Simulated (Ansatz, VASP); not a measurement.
**Ag in VASP and in Ansatz**

```
Ag
1.0
     0.00000    2.05218    2.05218
     2.05218    0.00000    2.05218
     2.05218    2.05218    0.00000
Ag
1
Cartesian
  0.0000 0.0000 0.0000
```

Alike in both runs: task relaxation of cell and atoms; functional LDA; k mesh 8 × 8 × 8; occupations gaussian, width 0.1 eV; no spin polarisation.

|  | VASP | Ansatz |
| --- | --- | --- |
| version | VASP 6.6.1 | Ansatz 0.2.0 |
| potentials or method | VASP PAW LDA potentials, release 64 (Ag) | scalar-relativistic, plane waves, PAW |
| plane-wave cutoff (eV) | 600 | 420 |
| valence electrons in the cell | 11 | 19 |

|  | VASP | Ansatz | Ansatz less VASP |
| --- | --- | --- | --- |
| gap on the k mesh at the Fermi level, each at its own relaxed structure (eV) | none | none | - |
| relaxed volume (Å³/atom) | 16.13 | 16.06 | -0.066 |
| relaxed cell length with the largest relative difference (Å) | 2.836 | 2.832 | -0.0038 |
| energy change over the relaxation (meV/atom) | -31 | -32 | -1.1 |

A gap of «none» marks a metal or a gap that the smearing closes. The two sets of potentials don't hold the same shells in valence.
